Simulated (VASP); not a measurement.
A run of VASP 6.6.1 is set up as follows.

Contents of INCAR:

```
  PREC = Accurate
  ENCUT = 520
  EDIFF = 1E-6
  ISMEAR = -1
  SIGMA = 0.1
  LREAL = F
  LASPH = T
  NELM = 100
  ALGO = Normal
  ISIF = 2
  LWAVE = F
  LCHARG = F
  GGA = CA
  NBANDS = 13
```

KPOINTS

```
Automatic mesh
0
Gamma
  13 13 13
```

Contents of POSCAR:

```
Pb
1.0
   -1.9597934972      1.9597934972      1.9597934972
    1.9597934972     -1.9597934972      1.9597934972
    1.9597934972      1.9597934972     -1.9597934972
Pb
1
Direct
    0.0000000000      0.0000000000      0.0000000000
```

Potentials or basis: VASP PAW LDA potentials, release 64 (Pb_d).

Command:

```sh
$ cat potpaw_LDA.64/Pb_d/POTCAR > POTCAR
$ mpirun -np 1 vasp_std > vasp.out
```

(1) What does it give for the band gap on the k mesh?

(2) Estimate the pressure.

Answers

(1) none (metal or under the smearing width).

(2) -1.8 GPa.
